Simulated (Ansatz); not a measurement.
# BeZn2P2 (built on the sites of a database entry of CaZn2P2): following an unstable mode

Wanted: the energy along a soft mode of BeZn2P2 (built on the sites of a database entry of CaZn2P2) and the structure at the end.

Main program and level: Ansatz 0.2.0; DFT PBEsol, scalar-relativistic, plane waves, PAW.

The structure was built from a prototype and need not be the compound's stable phase.

**1. Set-up**

The structure is trigonal, space group P-3m1 (No. 164). The conventional cell has a = 3.732 Å, b = 3.732 Å, c = 6.089 Å, α = 90.00°, β = 90.00°, γ = 120.00°. Nearest to Be lie 6 P at 2.50 Å. Nearest to Zn lie 4 P at 2.39 to 2.54 Å and 3 Zn at 2.63 Å. Nearest to P lie 4 Zn at 2.39 to 2.54 Å and 3 Be at 2.50 Å. Farther neighbours are not listed.

**2. Response at finite wavevector**

The cell comes from relaxations at this level that are not shown. Stability and thermal properties need the whole zone. Linear response on a 3×3×2 q mesh gives force constants as far as a supercell of that size would.

Input file input.yaml:

```yaml
crystal:
  lattice:
    - [3.731617109, -3.0516e-06, 0.0]
    - [-1.8658059118, 3.2316767394, 0.0]
    - [0.0, 0.0, 6.088534036]
  atoms:
    - { symbol: Be, position: [0.0, 0.0, 0.0] }
    - { symbol: Zn, position: [0.3333333333, 0.6666666667, 0.6240103121] }
    - { symbol: Zn, position: [0.6666666667, 0.3333333333, 0.3759896879] }
    - { symbol: P, position: [0.3333333333, 0.6666666667, 0.2069338201] }
    - { symbol: P, position: [0.6666666667, 0.3333333333, 0.7930661799] }
kpoints:
  mp_grid: { grid: [12, 12, 6] }
hamiltonian:
  xc: pbesol
scf:
  occupations: { method: methfessel_paxton, width: 0.2 }
output:
  eigenvalues: true
phonons:
  method: dfpt
  qmesh: [3, 3, 2]
  temperatures: { t_max: 1000, t_step: 50 }
  qpath:
    path:
      - [[0.0, 0.0, 0.0], [0.5, 0.0, 0.0], [0.33333333, 0.33333333, 0.0], [0.0, 0.0, 0.0], [0.0, 0.0, 0.5], [0.5, 0.0, 0.5], [0.33333333, 0.33333333, 0.5], [0.0, 0.0, 0.5]]
      - [[0.5, 0.0, 0.5], [0.5, 0.0, 0.0]]
      - [[0.33333333, 0.33333333, 0.5], [0.33333333, 0.33333333, 0.0]]
    npoints: 10
```

Run with:

```sh
$ ansatz run input.yaml --threads 8 --pin off --max-ram 14336MiB --backend cpu --events-out ev --progress --plain --runs-dir out
```

Numbers of over 12 decimals in the logs are rounded to 6 here.

The program printed:

```text
Warning: phonons: the dynamical matrix that this run interpolates holds no multipole term above the dipole-dipole one, and a site of this crystal is no centre of inversion, so its interpolated transverse optical and acoustic branches and sound speeds can stay off near Gamma, and the density of states and the thermodynamics with them. What a run solves at a wave vector of phonons.qpoints, Gamma apart, where the deck admits one, is free of this, and under fd what a larger phonons.supercell samples
Engine: ansatz 0.2.0, x86_64-unknown-linux-gnu
Pseudopotentials: kind: paw
Pseudopotential: Be, paw, valence charge 2, recommended cutoff 420 eV (normal), Be.paw.azcp
Pseudopotential: Zn, paw, valence charge 12, recommended cutoff 420 eV (normal), Zn.paw.azcp
Pseudopotential: P, paw, valence charge 5, recommended cutoff 420 eV (normal), P.paw.azcp
Functional definition: PBEsol
  exchange = pbesol_x
  correlation = pbesol_c
Crystal: 5 atoms, lattice volume = 73.424 Å³
Basis set: ecut = 420 eV, 1437 PW (Γ), exchange–correlation on 50×50×90 points (8 copies of the dense FFT grid, shifted against one another)
Bands: 23, of which v1, the nominal top of the filled ones, is band 18 counted from 1 (17 counted from 0)
Symmetry: 12 space group operations
k-points: 100 of 864
Non-local potential: Be, projectors of the file, l = 0: 2, l = 1: 2, l = 2: 1
Non-local potential: Zn, projectors of the file, l = 0: 2, l = 1: 2, l = 2: 3, l = 3: 1
Non-local potential: P, projectors of the file, l = 0: 2, l = 1: 2, l = 2: 2
PAW form: soft (Blöchl's): semilocal exchange-correlation on the pseudo side does not see the compensation charge
PAW frozen core: Be, regenerated for the run's functional, and the local potential with it (the file was generated under x = pbe(κ = 0.804, μ = 0.219515), c = pbe(β = 0.066725))
PAW frozen core: Zn, regenerated for the run's functional, and the local potential with it (the file was generated under x = pbe(κ = 0.804, μ = 0.219515), c = pbe(β = 0.066725))
PAW frozen core: P, regenerated for the run's functional, and the local potential with it (the file was generated under x = pbe(κ = 0.804, μ = 0.219515), c = pbe(β = 0.066725))
PAW one-centre angular grid: Be, 110 points (default); XC on 64 Gauss nodes
PAW one-centre angular grid: Zn, 590 points (default); XC on 64 Gauss nodes
PAW one-centre angular grid: P, 110 points (default); XC on 64 Gauss nodes
Initial density: superposition of atomic densities (neutral atoms: chi_scale 0, normalization atom), corrected by the library's trained network
Initial wavefunctions: pseudopotential atomic-orbital guess
Functional: x = pbesol(κ = 0.804, μ = 0.123457), c = pbesol(β = 0.046)
SCF iter   1: F=—  HF=-8132.092537 eV  |F-HF|=—  |Δ(HF+E_count)|=         —  Δρ=4.07e-3  dr2=1.05e-2  ethr=1.77e-3  ⟨swp⟩=6.2  Hψ=12386  notcnv=0
preconditioner: auto → Kerker (q_TF=auto, 2.423 Å⁻¹)  [metal: Δε(μ)=0.069 eV  Ē_g=9.683 eV  σ=0.200 eV  W_gap=0.28  n_scr=22 (ndim 8)  ℏωp=26.0 eV  f_vac=0.000  D(μ)=0.67/eV (n_scr^D=2)]
SCF iter   2: F=—  HF=-8132.090366 eV  |F-HF|=—  |Δ(HF+E_count)|=   2.17e-3  S|Δr|=    0.00e0  Δρ=1.75e-3  dr2=3.30e-3  ethr=2.92e-5  ⟨swp⟩=2.0  Hψ=4452  notcnv=0
SCF iter   3: F=—  HF=-8132.089721 eV  |F-HF|=—  |Δ(HF+E_count)|=   6.45e-4  S|Δr|=    0.00e0  Δρ=1.25e-3  dr2=1.29e-3  ethr=9.16e-6  ⟨swp⟩=2.4  Hψ=3954  notcnv=0
SCF iter   4: F=—  HF=-8132.089417 eV  |F-HF|=—  |Δ(HF+E_count)|=   3.04e-4  S|Δr|=    0.00e0  Δρ=3.33e-4  dr2=8.00e-5  ethr=3.58e-6  ⟨swp⟩=2.2  Hψ=3848  notcnv=0
SCF iter   5: F=—  HF=-8132.089414 eV  |F-HF|=—  |Δ(HF+E_count)|=   3.20e-6  S|Δr|=    0.00e0  Δρ=1.18e-4  dr2=1.56e-5  ethr=2.22e-7  ⟨swp⟩=2.8  Hψ=4168  notcnv=0
SCF iter   6: F=—  HF=-8132.089416 eV  |F-HF|=—  |Δ(HF+E_count)|=   2.30e-6  S|Δr|=    0.00e0  Δρ=2.82e-5  dr2=9.23e-7  ethr=4.35e-8  ⟨swp⟩=2.4  Hψ=4092  notcnv=0
SCF iter   7: F=—  HF=-8132.089416 eV  |F-HF|=—  |Δ(HF+E_count)|=   1.39e-7  S|Δr|=    0.00e0  Δρ=1.30e-5  dr2=1.97e-7  ethr=2.56e-9  ⟨swp⟩=2.3  Hψ=3988  notcnv=0
SCF iter   8: F=—  HF=-8132.089416 eV  |F-HF|=—  |Δ(HF+E_count)|=   1.04e-9  S|Δr|=    0.00e0  Δρ=3.87e-6  dr2=9.26e-9  ethr=5.47e-10  ⟨swp⟩=2.4  Hψ=3955  notcnv=0
SCF iter   9: F=—  HF=-8132.089416 eV  |F-HF|=—  |Δ(HF+E_count)|=   2.94e-9  S|Δr|=    0.00e0  Δρ=1.58e-6  dr2=2.38e-9  ethr=2.57e-11  ⟨swp⟩=2.2  Hψ=3944  notcnv=0
SCF iter  10: F=—  HF=-8132.089416 eV  |F-HF|=—  |Δ(HF+E_count)|=  4.51e-10  S|Δr|=    0.00e0  Δρ=1.72e-7  dr2=4.96e-11  ethr=6.60e-12  ⟨swp⟩=2.1  Hψ=3641  notcnv=0
SCF iter  11: F=-8132.089416 eV  HF=-8132.089416 eV  |F-HF|=1.82e-12  |Δ(HF+E_count)|=  1.82e-12  S|Δr|=    0.00e0  Δρ=4.17e-8  dr2=1.39e-12  ethr=1.00e-12  ⟨swp⟩=9.3  Hψ=12529  notcnv=0
SCF 1 converged in 11 iterations: F = -8132.089416 eV  dr2 = 1.39e-12
  greatest PAW one-centre occupation: 0.982 electrons in one spin orbital (limit 2), on the Zn atom at site 2 (counted from 0), in its partial waves of l = 2
Initial density: read from a saved state, or passed on in memory by an earlier SCF of this step, an earlier step, the calling program or the single point that the run made first
iter 1 solved again at ethr=1.01e-6 eV; its pass at ethr=3.10e-3 eV (dr2=3.64e-4 eV) is discarded
SCF iter   1: F=—  HF=-8132.089416 eV  |F-HF|=—  |Δ(HF+E_count)|=         —  Δρ=1.34e-6  dr2=1.45e-9  ethr=1.01e-6  ⟨swp⟩=2.9  Hψ=17981  notcnv=0
eigensolver tolerance schedule: the retry pair's looser diagonalisation over-reported the residual by 250622.81 of it (diagonalisation noise at an unbounded share of the residual, at the tolerance the schedule requests for it); recorded, not acted on — ethr = c·dr2/N_el stays at c = 1.0e-1
preconditioner: auto → Kerker (q_TF=auto, 2.423 Å⁻¹)  [metal: Δε(μ)=0.004 eV  Ē_g=9.711 eV  σ=0.200 eV  W_gap=0.02  n_scr=22 (ndim 8)  ℏωp=26.0 eV  f_vac=0.000  D(μ)=0.66/eV (n_scr^D=2)]
SCF iter   2: F=—  HF=-8132.089416 eV  |F-HF|=—  |Δ(HF+E_count)|=   5.83e-7  S|Δr|=    0.00e0  Δρ=5.98e-7  dr2=2.59e-10  ethr=4.04e-12  ⟨swp⟩=3.8  Hψ=6268  notcnv=0
SCF iter   3: F=—  HF=-8132.089416 eV  |F-HF|=—  |Δ(HF+E_count)|=  4.55e-11  S|Δr|=    0.00e0  Δρ=3.91e-7  dr2=1.25e-10  ethr=1.00e-12  ⟨swp⟩=1.0  Hψ=2300  notcnv=0
SCF iter   4: F=—  HF=-8132.089416 eV  |F-HF|=—  |Δ(HF+E_count)|=  1.09e-11  S|Δr|=    0.00e0  Δρ=3.08e-7  dr2=7.56e-11  ethr=1.00e-12  ⟨swp⟩=1.0  Hψ=2302  notcnv=0
SCF iter   5: F=—  HF=-8132.089416 eV  |F-HF|=—  |Δ(HF+E_count)|=  1.36e-11  S|Δr|=    0.00e0  Δρ=1.94e-7  dr2=3.15e-11  ethr=1.00e-12  ⟨swp⟩=1.0  Hψ=2305  notcnv=0
SCF iter   6: F=—  HF=-8132.089416 eV  |F-HF|=—  |Δ(HF+E_count)|=  6.37e-12  S|Δr|=    0.00e0  Δρ=1.45e-7  dr2=1.75e-11  ethr=1.00e-12  ⟨swp⟩=1.1  Hψ=2308  notcnv=0
SCF iter   7: F=-8132.089416 eV  HF=-8132.089416 eV  |F-HF|=2.73e-12  |Δ(HF+E_count)|=  3.64e-12  S|Δr|=    0.00e0  Δρ=1.03e-7  dr2=9.41e-12  ethr=1.00e-12  ⟨swp⟩=4.3  Hψ=5917  notcnv=0
SCF 2 converged in 7 iterations: F = -8132.089416 eV  dr2 = 9.41e-12
phonons: the bands overlap, so this run is a metal and interpolates without the dipole-dipole term. If the crystal is really an insulator or semiconductor, its LO-TO splitting is missing
NSCF: frozen V_eff on 100 k-points
NSCF: frozen V_eff on 436 k-points
DFPT response loops at q = (0, 0, 0) (fractional): preconditioner auto → Kerker (q_TF=auto, 2.423 Å⁻¹) (partly filled bands, converged f_vac=0.000); β = 1.00, the filter's whole step (`scf.mixing.beta` (0.50) is not read by the response loops under this deck's `scf.mixing.preconditioner`; to damp them name `kerker` or `kerker_dos`, under which they read `scf.mixing.beta`, and type it under 1.00, their step now; both keys bind the ground state too); Broyden in place of MSR1
NSCF: frozen V_eff on 872 k-points
DFPT response loops at q = (0, 0, -0.5) (fractional): mixed as the last ones told, above
NSCF: frozen V_eff on 1728 k-points
DFPT response loops at q = (0, 0.333333, 0) (fractional): mixed as the last ones told, above
NSCF: frozen V_eff on 1728 k-points
DFPT response loops at q = (0, 0.333333, -0.5) (fractional): mixed as the last ones told, above
NSCF: frozen V_eff on 1728 k-points
DFPT response loops at q = (0.333333, 0.333333, 0) (fractional): mixed as the last ones told, above
NSCF: frozen V_eff on 1728 k-points
DFPT response loops at q = (0.333333, 0.333333, -0.5) (fractional): mixed as the last ones told, above
SCF converged after 11 iterations
Stability not checked: this state was not tested for a lower state beside it, because cold or Methfessel-Paxton smearing, or corrected tetrahedra, fill the levels in a way that the test cannot read (fill_not_monotonic; see scf.lower_state_search)
Free energy (F): -8132.089416 eV
Harris-Foulkes:  -8132.089416 eV  (|F-HF|=1.82e-12)
Internal energy: -8132.089877 eV  (E = F + TS)
E sigma→0 (E₀):  -8132.089531 eV
Entropy (-TS):   0.000461 eV (0.092 meV/atom)
Fermi energy:    9.385720 eV
--- Per-component energies (eV) ---
  E_band       = 96.751913
  E_kinetic    = 422.710760
  E_local      = -4113.881133  (includes V_loc(G=0)·N_el)
  E_nonlocal   = 1297.844715
  E_hartree    = 1769.744729
  E_xc         = -414.791818
  E_vxc        = -249.628203  (∫ρ·V_xc dr)
  E_paw        = -4741.839695  (= ΣΔE_a)
  E_vpaw       = -799.782873  (= ΣTr[D̂ρ^β])
  E_aug_tail   = -0.000731  (compensation charges beyond the density's cutoff)
  E_ewald      = -2353.573137
  E_core_change = 1.696433  (= ΣΔE_core)
  E_smearing   = 0.000461  (= −TS)
  E_closure    = -0.000000  (closes the sum)
  Σ components = -8132.089416   (vs F -8132.089416, Δ=0.00e0)
--- Band table (eV; the first three rows and the last of 100) ---
  k-point 0: bands = [... 14 lower, 8.4613, 9.1099, 9.1099, 9.5089, 11.1731, 11.2268, 12.5741, 12.5741, ... 1 higher]
  k-point 1: bands = [... 14 lower, 8.5202, 8.5840, 9.1070, 9.1070, 11.1424, 11.9942, 12.2210, 12.2210, ... 1 higher]
  k-point 2: bands = [... 14 lower, 8.6611, 8.6611, 9.0875, 9.0875, 11.2873, 11.7065, 11.7065, 12.3300, ... 1 higher]
  k-point 99: bands = [... 14 lower, 4.3955, 4.4395, 8.0183, 8.0183, 10.8648, 10.8648, 11.9889, 12.6683, ... 1 higher]
--- Phonons (Γ-DFPT): 6 representative perturbations + reference (Σ response iterations 22) ---
  ASR residual: 1.072e-4 → 0.000e0 eV/Å²; symmetrization residual: 7.310e-6 eV/Å²
  ASR residual per site (eV/Å²): 1.07e-4 1.01e-5 1.01e-5 1.10e-5 1.10e-5
  Γ frequencies (cm⁻¹): -153.88 -153.88 0.00 0.00 0.00 92.89 92.89 106.98 162.90 220.71 220.71 225.79 225.79 285.65 294.72
--- Phonons (arbitrary-q DFPT): 6 irreducible q on the 3×3×2 mesh ---
  q = [0.0000, 0.0000, 0.0000] (star 1, of the zone-centre solve; hermiticity 1.26e-6, symmetrization 6.29e-7): -153.88 -153.88 -0.00 -0.00 0.00 92.89 92.89 106.98 162.90 220.71 220.71 225.79 225.79 285.65 294.72
  q = [0.0000, 0.0000, -0.5000] (star 1, 6 solved perturbations in 1608 linear systems a pass and spin channel, the states on 436 of 864 k-point pairs; hermiticity 2.93e-7, symmetrization 8.68e-7): -107.23 -107.23 -48.74 -48.74 118.41 118.41 126.71 156.70 189.70 189.70 231.01 243.63 243.63 288.61 311.27
  q = [0.0000, 0.3333, 0.0000] (star 6, 9 solved perturbations in 6588 linear systems a pass and spin channel, the states on 864 of 864 k-point pairs; hermiticity 4.65e-7, symmetrization 1.10e-6): -138.11 -83.97 -38.72 72.80 112.09 116.09 116.27 135.46 194.18 219.86 243.43 250.27 266.72 289.72 317.80
  q = [0.0000, 0.3333, -0.5000] (star 6, 9 solved perturbations in 6588 linear systems a pass and spin channel, the states on 864 of 864 k-point pairs; hermiticity 4.93e-7, symmetrization 6.65e-7): -118.57 -106.15 -58.50 65.38 72.73 115.22 133.03 149.45 151.50 207.56 238.68 252.13 285.50 291.23 310.20
  q = [0.3333, 0.3333, 0.0000] (star 2, 6 solved perturbations in 3078 linear systems a pass and spin channel, the states on 864 of 864 k-point pairs; hermiticity 1.60e-6, symmetrization 1.51e-6): -150.25 -75.00 -75.00 79.23 109.70 109.70 141.48 141.48 154.63 249.04 252.17 252.17 288.76 288.76 310.61
  q = [0.3333, 0.3333, -0.5000] (star 2, 6 solved perturbations in 3078 linear systems a pass and spin channel, the states on 864 of 864 k-point pairs; hermiticity 1.45e-6, symmetrization 1.56e-6): -106.30 61.14 61.14 86.60 100.15 100.15 148.99 153.05 153.05 259.29 259.29 289.85 292.08 292.99 292.99
  sum rule: each row above includes the acoustic sum rule's correction from the zone centre's row sums; it moved no ω² by more than (1.80 cm⁻¹)²
  mesh force constants: q→R imaginary residual 1.80e-16; ASR residual 1.072e-4 → 0.000e0 eV/Å²; symmetrization residual 4.441e-15 eV/Å²
  interpolated dispersion: 93 rows × 15 modes
  density of states and harmonic sums: on the 21×21×10 q-mesh, interpolated from the force constants of a 3×3×2 supercell (no non-analytic term)
  largest difference from the sums on the solved wave vectors: F 1.28e-1 eV, S 1.70e-4 and C_V 4.15e-5 eV/K
  zero-point energy: 0.144249 eV/cell   skipped modes (ω ≤ 0): 1101, of them read as no rigid motion or as one in doubt: 1098 (2.465e0 modes/cell left out, lowest -153.99 cm⁻¹)   left out of the sums: 1.64e-1 of the cell's modes: C_V's classical limit lies that fraction below 3 k_B per atom; for a crystal, a wire or a layer, F and S can be off by more, and a phonons.interpolated_qmesh denser along its periods is the remedy for the sampling
```

It took 6.6 min on 8 threads of Intel Xeon Platinum 8488C (Sapphire Rapids), shared host; peak memory 3.7 GiB.

This step gave:

```
volume per atom                                         : 14.68 Å³
gap on the k-mesh                                       : 0 eV
sum-rule residual before enforcement                    : 1.07e-4 eV/Å²
lowest frequency on the path                            : -154.8 cm⁻¹
point group                                             : -3m
highest frequency on the path or at a solved wavevector : 335.2 cm⁻¹
highest optical mode at the zone centre (no LO-TO term) : 294.7 cm⁻¹
lowest optical zone-centre mode                         : -153.9 cm⁻¹
lowest mode on the q mesh (acoustic modes at Γ apart)   : -153.9 cm⁻¹
```

Frequencies (cm⁻¹) solved at each irreducible wavevector; negative means imaginary. Frequencies by wavevector, by row:

```tsv
q in reciprocal lattice units	star	mode 1	mode 2	mode 3	mode 4	mode 13	mode 14	mode 15
0 0 0	1	-153.9	-153.9	0	0	225.8	285.6	294.7
0 0 -0.5	1	-107.2	-107.2	-48.7	-48.7	243.6	288.6	311.3
0 0.3333 0	6	-138.1	-84	-38.7	72.8	266.7	289.7	317.8
0 0.3333 -0.5	6	-118.6	-106.2	-58.5	65.4	285.5	291.2	310.2
0.3333 0.3333 0	2	-150.2	-75	-75	79.2	288.8	288.8	310.6
0.3333 0.3333 -0.5	2	-106.3	61.1	61.1	86.6	292.1	293	293
```

Interpolated from a 3×3×2 q mesh. Phonon branches along the path, in cm⁻¹:

```tsv
point	branch 1	branch 2	branch 3	branch 4	branch 12	branch 13	branch 14	branch 15
Γ	-154	-154	0	0	226	226	286	295
halfway	-135	-16	10	87	247	262	272	293
M	-146	-142	-67	86	250	273	327	332
halfway	-148	-131	-16	78	266	266	311	321
K	-150	-75	-75	79	252	289	289	311
halfway	-120	-67	65	71	244	269	272	300
Γ	-154	-154	0	0	226	226	286	295
halfway	-135	-135	-25	-25	238	238	266	316
A	-107	-107	-49	-49	244	244	289	311
halfway	-125	-75	-56	75	250	269	272	300
L	-155	-101	-56	79	252	300	320	321
halfway	-133	-38	54	67	265	290	310	315
H	-106	61	61	87	290	292	293	293
halfway	-128	-64	46	68	257	276	279	297
A	-107	-107	-49	-49	244	244	289	311
jump to L	-155	-101	-56	79	252	300	320	321
halfway	-149	-127	-62	82	251	291	312	335
M	-146	-142	-67	86	250	273	327	332
jump to H	-106	61	61	87	290	292	293	293
halfway	-130	12	12	83	263	290	290	307
K	-150	-75	-75	79	252	289	289	311
```

Symmetry leaves 6 wavevectors to solve. The lowest mode among them, the acoustic zeros apart, lies at Γ and is imaginary, 153.9i cm⁻¹, so the energy falls along it.

**3. The mode frozen in, largest atomic shift 0 Å**

The mode followed lies at Γ with frequency 153.9i cm⁻¹ and is 2-fold degenerate, the softest among the wavevectors solved. At small amplitude the distorted cell has space group no. 5 by a symmetry search on the positions. The undistorted cell that holds it gives the zero of energy on the same k mesh.

input.yaml, the sections that differ from step 2:

```yaml
output:
  forces: true
  stress: true
  eigenvalues: true
# crystal, kpoints, hamiltonian, scf: as in step 2
# phonons: removed
```

The program printed:

```text
[...]
Crystal: 5 atoms, lattice volume = 73.424 Å³
Basis set: ecut = 420 eV, 1437 PW (Γ), exchange–correlation on 50×50×90 points (8 copies of the dense FFT grid, shifted against one another)
Bands: 23, of which v1, the nominal top of the filled ones, is band 18 counted from 1 (17 counted from 0)
Symmetry: 12 space group operations
[...]
k-points: 100 of 864
[...]
k-point 0: bands = [... 14 lower, 8.4613, 9.1099, 9.1099, 9.5089, 11.1731, 11.2267, 12.5741, 12.5741, ... 1 higher]
  k-point 1: bands = [... 14 lower, 8.5202, 8.5840, 9.1070, 9.1070, 11.1424, 11.9942, 12.2210, 12.2210, ... 1 higher]
  k-point 2: bands = [... 14 lower, 8.6611, 8.6611, 9.0875, 9.0875, 11.2874, 11.7065, 11.7065, 12.3300, ... 1 higher]
  k-point 99: bands = [... 14 lower, 4.3955, 4.4395, 8.0183, 8.0183, 10.8648, 10.8648, 11.9889, 12.6683, ... 1 higher]
[key lines of the parts left out:]
SCF converged after 8 iterations
Free energy (F): -8132.089416 eV
Fermi energy:    9.385726 eV
P = ⅓ Tr σ = 0.0038 GPa (0.038 kbar)
```

Wall time 1.2 s (8 threads); peak memory 0.57 GiB; 7.8 s of CPU time.

Numbers from this step:

```
pressure                         : 0.003848 GPa
energy from the undistorted cell : 0 meV/atom
```

The run ends at a pressure of 0.00 GPa, with forces up to 3.4e-4 eV/Å.

**4. The mode frozen in, largest atomic shift 0.32 Å**

The atoms are moved along the unstable eigenvector, the largest shift by 0.32 Å, with the cell fixed.

input.yaml, the sections that differ from step 3:

```yaml
crystal:
  lattice:
    - [3.731617109, -3.0516e-06, 0.0]
    - [-1.8658059118, 3.2316767394, 0.0]
    - [0.0, 0.0, 6.088534036]
  atoms:
    - { symbol: Be, position: [0.0853799268, -0.0007427354, 0.0] }
    - { symbol: Zn, position: [0.3328082524, 0.6666712344, 0.6240103121] }
    - { symbol: Zn, position: [0.6661415858, 0.3333379011, 0.3759896879] }
    - { symbol: P, position: [0.3220205332, 0.6667650788, 0.2069338201] }
    - { symbol: P, position: [0.6553538666, 0.3334317454, 0.7930661799] }
# kpoints, hamiltonian, scf, output: as in step 3
```

The program printed:

```text
[...]
Crystal: 5 atoms, lattice volume = 73.424 Å³
Basis set: ecut = 420 eV, 1437 PW (Γ), exchange–correlation on 50×50×90 points (8 copies of the dense FFT grid, shifted against one another)
Bands: 23, of which v1, the nominal top of the filled ones, is band 18 counted from 1 (17 counted from 0)
Symmetry: 1 space group operations
[...]
k-points: 436 of 864 (time reversal used)
[...]
k-point 0: bands = [... 14 lower, 8.1623, 9.2723, 9.3734, 9.4628, 11.1154, 11.2196, 12.5653, 12.6790, ... 1 higher]
  k-point 1: bands = [... 14 lower, 8.2241, 8.6204, 9.2763, 9.3362, 11.0698, 11.8623, 12.3689, 12.4731, ... 1 higher]
  k-point 2: bands = [... 14 lower, 8.3640, 8.4120, 9.1870, 9.2280, 11.1835, 11.8442, 11.9817, 12.4462, ... 1 higher]
  k-point 435: bands = [... 14 lower, 6.6730, 6.9599, 7.2226, 7.4142, 9.6879, 10.5276, 11.3906, 11.8640, ... 1 higher]
[key lines of the parts left out:]
SCF converged after 8 iterations
Free energy (F): -8132.112873 eV
Fermi energy:    9.374209 eV
P = ⅓ Tr σ = 1.3941 GPa (13.941 kbar)
```

Elapsed: 6.4 s, on 8 threads; peak memory 0.93 GiB.

This step gave:

```yaml
pressure: 1.394 GPa
energy_from_the_undistorted_cell: -4.649 meV/atom
```

The energy, extrapolated to zero smearing, is -4.65 meV/atom against the undistorted cell.

The run ends at a pressure of 1.39 GPa, with forces up to 0.37 eV/Å.

[end of part 1 of 3]

[Logs are printed without paths, hosts, clocks, repeated set-up lines and the standing remarks that a program may print on its own settings, such as how far it seeks lower states.]

[Hosts, paths, dates, database ids (printed as entryN), source tags and the programs' standing remarks are cut or masked in the printed files.]
